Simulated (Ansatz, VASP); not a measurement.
# Al2O3 (corundum) in two plane-wave programs, part 2 of 2

One calculation is typed for both programs; each brings its own data sets. How far apart do they land? The cell is taken from a series of runs on this material, whose earlier steps may have relaxed, scaled, displaced or heated it; both programs get it as it stands. Other levels of theory on this material are compared in a session of their own.

VASP 6.6.1 and Ansatz 0.2.0.

So far: The starting structure; VASP: relaxation of cell and atoms, r2SCAN with rVV10.

### 3. Ansatz: relaxation of cell and atoms, r2SCAN with rVV10

Level of this step: Ansatz beside VASP: Kohn-Sham DFT, plane waves, r2SCAN with rVV10 (Ansatz).

Ansatz runs on its PAW soft_1 files.

The same cell, functional, mesh and smearing now go to Ansatz, which takes its cutoff from its data sets.

input.yaml reads:

```yaml
crystal:
  lattice:
    - [2.379076, 1.373560169, 4.3299]
    - [-2.379076, 1.373560169, 4.3299]
    - [0.0, -2.747120338, 4.3299]
  atoms:
    - { symbol: Al, position: [0.35229, 0.35229, 0.35229] }
    - { symbol: Al, position: [0.14771, 0.14771, 0.14771] }
    - { symbol: Al, position: [0.64771, 0.64771, 0.64771] }
    - { symbol: Al, position: [0.85229, 0.85229, 0.85229] }
    - { symbol: O, position: [0.55621, 0.94379, 0.25] }
    - { symbol: O, position: [0.25, 0.55621, 0.94379] }
    - { symbol: O, position: [0.94379, 0.25, 0.55621] }
    - { symbol: O, position: [0.44379, 0.05621, 0.75] }
    - { symbol: O, position: [0.75, 0.44379, 0.05621] }
    - { symbol: O, position: [0.05621, 0.75, 0.44379] }
kpoints:
  mp_grid: { grid: [7, 7, 7] }
scf:
  occupations: { method: fermi_dirac, width: 0.05 }
hamiltonian:
  xc: r2scan
  pseudopotentials: { kind: paw, azcp: { folder: soft_1 } }
  dispersion: rvv10
relax:
  f_tol: 0.01
  max_steps: 60
  cell: { stress_tol: 0.02 }
output:
  forces: true
  stress: true
```

On the command line:

```
> ansatz run input.yaml --threads 8 --pin off --max-ram 16384MiB --backend cpu --events-out ev --progress --plain --runs-dir out
```

Numbers of over 12 decimals in the logs are rounded to 6 here.

Log:

```text
Engine: ansatz 0.2.0, aarch64-unknown-linux-gnu
Pseudopotentials: kind: paw
Pseudopotential: Al, paw, valence charge 3, recommended cutoff 500 eV (meta_gga), soft_1/Al.paw.azcp
Pseudopotential: O, paw, valence charge 6, recommended cutoff 500 eV (meta_gga), soft_1/O.paw.azcp
Functional definition: r2SCAN+rVV10
  parameter k0 = 0.174
  parameter k1 = 0.065
  parameter a1 = 4.9479
  exchange = r2scan_x(k0 = k0, k1 = k1, a1 = a1)
  correlation = r2scan_c + rvv10(11.95, 0.0093)
Crystal: 10 atoms, lattice volume = 84.896 Å³
Basis set: ecut = 500 eV, 2169 PW (Γ), exchange–correlation on 180×180×180 points (64 copies of the dense FFT grid, shifted against one another)
Bands: 34, of which v1, the nominal top of the filled ones, is band 24 counted from 1 (23 counted from 0)
Symmetry: 12 space group operations
Space group: R-3c (ITA 167), of the structure as read, at distance tolerance 4.4e-5 Å
k-points: 44 of 343
Non-local potential: Al, projectors of the file, l = 0: 2, l = 1: 2, l = 2: 1
Non-local potential: O, projectors of the file, l = 0: 2, l = 1: 2, l = 2: 1
PAW form: soft (Blöchl's): semilocal exchange-correlation on the pseudo side does not see the compensation charge
rVV10 density: all electrons in the spheres
PAW frozen core: Al, regenerated for the run's functional (the file was generated under x = pbe(κ = 0.804, μ = 0.219515), c = pbe(β = 0.066725))
PAW frozen core: O, regenerated for the run's functional (the file was generated under x = pbe(κ = 0.804, μ = 0.219515), c = pbe(β = 0.066725))
PAW one-centre angular grid: Al, 302 points (default); XC on 160 Gauss nodes
PAW one-centre angular grid: O, 302 points (default); XC on 160 Gauss nodes
Initial density: superposition of atomic densities (chi_scale 0.1, normalization cell, long waves kept (reshape's long-wave potential 0.00 eV rms))
Initial wavefunctions: pseudopotential atomic-orbital guess
Functional: x = r2scan, c = r2scan + rvv10(b = 11.95, C = 0.0093); τ floored in thin density (d = 2e-4 eV/Å³)
SCF iter   1: F=—  HF=-5589.305762 eV  |F-HF|=—  |Δ(HF+E_count)|=         —  Δρ=1.29e-1  dr2=1.34e1  dr2_τ=1.59e0  ethr=3.10e-3  ⟨swp⟩=7.2  Hψ=7561  notcnv=0  defer=19
preconditioner: auto → Resta (q_TF=auto, 2.481 Å⁻¹)  ε∞=3.0  [insulator: Δε(μ)=7.737 eV  Ē_g=19.749 eV  σ=0.050 eV  W_gap=1.00  n_scr=20 (ndim 8)  ℏωp=27.9 eV  f_vac=0.000  D(μ)=0.00/eV (n_scr^D=0)  ε∞_Penn≈3.0]
SCF iter   2: F=—  HF=-5587.257959 eV  |F-HF|=—  |Δ(HF+E_count)|=    2.05e0  Δρ=4.51e-2  dr2=1.04e0  dr2_τ=2.53e-1  ethr=3.10e-3  ⟨swp⟩=3.2  Hψ=3459  notcnv=0  defer=160
SCF iter   3: F=—  HF=-5587.510869 eV  |F-HF|=—  |Δ(HF+E_count)|=   2.53e-1  Δρ=2.24e-2  dr2=2.43e-1  dr2_τ=1.97e-2  ethr=2.17e-3  ⟨swp⟩=2.0  Hψ=1618  notcnv=0  defer=116
automatic band count: iteration 3 solves 33 bands in place of 34: the levels show a gap, and the empty bands left out lie too high to hold charge; the band table lists the bands solved (type scf.n_extra_bands for more)
SCF iter   4: F=—  HF=-5587.503647 eV  |F-HF|=—  |Δ(HF+E_count)|=   7.22e-3  Δρ=3.17e-3  dr2=6.27e-3  dr2_τ=6.28e-4  ethr=5.07e-4  ⟨swp⟩=3.4  Hψ=2666  notcnv=0  defer=116
SCF iter   5: F=—  HF=-5587.502109 eV  |F-HF|=—  |Δ(HF+E_count)|=   1.54e-3  Δρ=3.43e-4  dr2=8.63e-5  dr2_τ=9.00e-6  ethr=1.31e-5  ⟨swp⟩=2.0  Hψ=2233  notcnv=0  defer=116
SCF iter   6: F=—  HF=-5587.502102 eV  |F-HF|=—  |Δ(HF+E_count)|=   6.73e-6  Δρ=5.78e-5  dr2=2.36e-6  dr2_τ=1.58e-7  ethr=1.80e-7  ⟨swp⟩=2.0  Hψ=2351  notcnv=0  defer=116
SCF iter   7: F=-5587.502102 eV  HF=-5587.502102 eV  |F-HF|=9.33e-10  |Δ(HF+E_count)|=   4.18e-7  Δρ=3.60e-6  dr2=9.11e-9  dr2_τ=9.36e-10  ethr=2.08e-10  ⟨swp⟩=3.0  Hψ=5862  notcnv=0
SCF 1 converged in 7 iterations: F = -5587.502102 eV  dr2 = 9.11e-9
  greatest PAW one-centre occupation: 0.865 electrons in one spin orbital (limit 2), on the O atom at site 9 (counted from 0), in its partial waves of l = 0
relax step   1: F+E_penalty+E_count = -5587.50210203 eV  Δ(F+E_penalty+E_count) = +0.000e0 eV  max|allowed force component| = 9.071e-2 eV/Å  Δτ_max = 0.0000 Å  P = -1.129 GPa  Ω = 84.896 Å³  (7 SCF iters, dr2 threshold 1.00e-7 eV, accepted)
[...]
relax step   3: F+E_penalty+E_count = -5587.50464283 eV  Δ(F+E_penalty+E_count) = -1.036e-3 eV  max|allowed force component| = 1.842e-2 eV/Å  Δτ_max = 0.0027 Å  P = +0.122 GPa  Ω = 84.473 Å³  energy of the carried Pulay correction = +2.671e-4 eV  (4 SCF iters, dr2 threshold 1.00e-6 eV, accepted)
[...]
relax step   4: F+E_penalty+E_count = -5587.50468409 eV  Δ(F+E_penalty+E_count) = -4.127e-5 eV  max|allowed force component| = 4.385e-3 eV/Å  Δτ_max = 0.0006 Å  P = +0.038 GPa  Ω = 84.498 Å³  energy of the carried Pulay correction = +2.511e-4 eV  (4 SCF iters, dr2 threshold 9.13e-8 eV, accepted)
[...]
relax step   5: F+E_penalty+E_count = -5587.50468212 eV  Δ(F+E_penalty+E_count) = +1.977e-6 eV  max|allowed force component| = 3.024e-4 eV/Å  Δτ_max = 0.0002 Å  P = +0.002 GPa  Ω = 84.511 Å³  energy of the carried Pulay correction = +2.432e-4 eV  (4 SCF iters, dr2 threshold 7.82e-9 eV, accepted)
[...]
relax step   6: F+E_penalty+E_count = -5587.50444269 eV  Δ(F+E_penalty+E_count) = +2.394e-4 eV  max|allowed force component| = 3.002e-4 eV/Å  Δτ_max = 0.0000 Å  P = +0.005 GPa  Ω = 84.511 Å³  stress off target by 6.28e-3 GPa  SCF on the basis re-selected at this cell (its energy is not comparable with the rows above)  (5 SCF iters)
basis re-selected at this cell: Δ(F+E_penalty+E_count) = +2.394e-4 eV, ΔP = +0.003 GPa vs the last step (what re-selecting the basis moved, of the pressure what is left beyond the Pulay correction that the steps carried, after the strain that the cell walked since its last selection, with what the two solves' SCF thresholds leave and, on support functions, any second-order correction that the steps lacked; it is no m [...]
SCF converged after 5 iterations
Free energy (F): -5587.504443 eV
Harris-Foulkes:  -5587.504443 eV  (|F-HF|=3.64e-12)
Internal energy: -5587.504443 eV  (E = F + TS)
E sigma→0 (E₀):  -5587.504443 eV
Fermi energy:    11.013660 eV
--- Per-component energies (eV) ---
  E_band       = 34.295579
  E_kinetic    = 1151.975952
  E_local      = -1963.365556  (includes V_loc(G=0)·N_el)
  E_nonlocal   = 345.079263
  E_hartree    = 751.192557
  E_xc         = -578.105550
  E_vxc        = -759.872765  (∫ρ·V_xc dr)
  E_paw        = -2891.841146  (= ΣΔE_a)
  E_vpaw       = -287.809302  (= ΣTr[D̂ρ^β])
  E_aug_tail   = 0.001358  (compensation charges beyond the density's cutoff)
  E_vtau       = 45.901453  (kinetic-family band-sum trace: ∫τ·v_τ [+ j·A + Jᵃ·Aᵃ] dr)
  E_ewald      = -2402.009241
  E_core_change = -0.432079  (= ΣΔE_core)
  E_smearing   = -0.000000  (= −TS)
  E_closure    = 0.000000  (closes the sum)
  Σ components = -5587.504443   (vs F -5587.504443, Δ=0.00e0)
--- Forces (eV/Å), atoms counted from 1 ---
  atom   1  Al     0.00000000    -0.00000000    -0.00030018
  atom   2  Al     0.00000000     0.00000000     0.00030018
  atom   3  Al     0.00000000     0.00000000     0.00030018
  atom   4  Al     0.00000000    -0.00000000    -0.00030018
  atom   5  O     -0.00015648     0.00000000     0.00000000
  atom   6  O      0.00007824    -0.00013551     0.00000000
  atom   7  O      0.00007824     0.00013551    -0.00000000
  atom   8  O      0.00015648     0.00000000    -0.00000000
  atom   9  O     -0.00007824     0.00013551    -0.00000000
  atom  10  O     -0.00007824    -0.00013551     0.00000000
  max |Σ_I F_I| component: 4.58e-18 eV/Å
--- Stress (GPa, compression-positive) ---
        0.004548       0.000000      -0.000000
        0.000000       0.004548       0.000000
       -0.000000       0.000000       0.006280
  P = ⅓ Tr σ = 0.0051 GPa (0.051 kbar)
--- Relaxed structure (5 steps of the walk, 5 accepted, 1 SCFs on fresh bases) ---
  F+E_penalty+E_count = -5587.50444269 eV   max|allowed force component| = 3.002e-4 eV/Å   (the final SCF, on the basis selected at the relaxed cell)
  cell:  # Å, volume = 84.5106 Å³
    - [2.375616, 1.371563, 4.322828]
    - [-2.375616, 1.371563, 4.322828]
    - [0, -2.743125, 4.322828]
  atoms:
    - { symbol: Al, position: [0.351886, 0.351886, 0.351886] }
    - { symbol: Al, position: [0.148114, 0.148114, 0.148114] }
    - { symbol: Al, position: [0.648114, 0.648114, 0.648114] }
    - { symbol: Al, position: [0.851886, 0.851886, 0.851886] }
    - { symbol: O, position: [0.556368, 0.943632, 0.250000] }
    - { symbol: O, position: [0.250000, 0.556368, 0.943632] }
    - { symbol: O, position: [0.943632, 0.250000, 0.556368] }
    - { symbol: O, position: [0.443632, 0.056368, 0.750000] }
    - { symbol: O, position: [0.75, 0.443632, 0.056368] }
    - { symbol: O, position: [0.056368, 0.750000, 0.443632] }
```

### 4. Differences

Known differences besides the potentials themselves: VASP keeps PBE cores, Ansatz makes them for the functional; the cutoff is 500 eV in Ansatz and 660 eV in VASP; Ansatz adds a Pulay correction to the stress that steers its cell, VASP none. Total energies have different zeros and are not compared.

The two programs side by side:

```csv
quantity,Ansatz,VASP,difference
volume (Å³),84.51,84.30,+0.24 %
"edge a after relaxation, in the typed setting (Å)",5.120,5.115,+0.09 %
```

### 5. Results

- difference in volume (relaxation of cell and atoms, r2SCAN with rVV10): 0.24 %

**Reading.** The difference in volume is 0.24 % (relaxation of cell and atoms, r2SCAN with rVV10), within the 1.2 % picked in this series as the mark of a large difference, as far as the stopping tolerances let one tell. 5 further runs of this series are not shown here. How closely two codes agree says nothing of how well the functional describes the real material.

[Lines on the potential files, build, host, timing and source positions are cut from VASP's logs without a mark.]

[Logs are printed without paths, hosts, clocks, repeated set-up lines and the standing remarks that a program may print on its own settings, such as how far it seeks lower states.]

[Hosts, paths, dates, database ids (printed as entryN), source tags and the programs' standing remarks are cut or masked in the printed files.]
